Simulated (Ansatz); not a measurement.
# Sr (fcc type): the cost of one run

Program: Ansatz 0.2.0. Level of theory: DFT, PBE, PAW with Ansatz's default frozen-core files, scalar-relativistic. These are calculated values, not measurements.

### 1 The system as given

Symmetry: Fm-3m, No. 225, cubic system. Conventional cell: a = 6.038 Å, b = 6.038 Å, c = 6.038 Å, α = 90.00°, β = 90.00°, γ = 90.00°. Sr (site symmetry m-3m) is surrounded by 12 Sr at 4.27 Å.

As a file:

```
CELL_PARAMETERS angstrom
0.00000 3.01914 3.01914
3.01914 0.00000 3.01914
3.01914 3.01914 0.00000
ATOMIC_POSITIONS crystal
Sr 0.00000 0.00000 0.00000
```

### 2 Cell relaxed at zero pressure, PAW

input.yaml

```yaml
crystal:
  lattice:
    - [0.0, 3.0191369257, 3.0191369257]
    - [3.0191369257, 0.0, 3.0191369257]
    - [3.0191369257, 3.0191369257, 0.0]
  atoms:
    - { symbol: Sr, position: [0.0, 0.0, 0.0] }
kpoints:
  mp_grid: { grid: [11, 11, 11] }
scf:
  occupations: { method: fermi_dirac, width: 0.1 }
hamiltonian:
  xc: pbe
  pseudopotentials: { kind: paw }
output:
  forces: true
  stress: true
relax:
  f_tol: 0.005
  max_steps: 40
  cell: {}
```

Launch:

```
$ ansatz run input.yaml --threads 1 --pin off --max-ram 3584MiB --backend cpu --events-out ev --progress --plain --runs-dir out
```

Q: Estimate wall time and peak memory on 1 thread of Intel Xeon Platinum 8259CL at 2.50GHz (Skylake/Cascade Lake), shared host.

About 2.9 s, with a peak of 0.37 GiB.
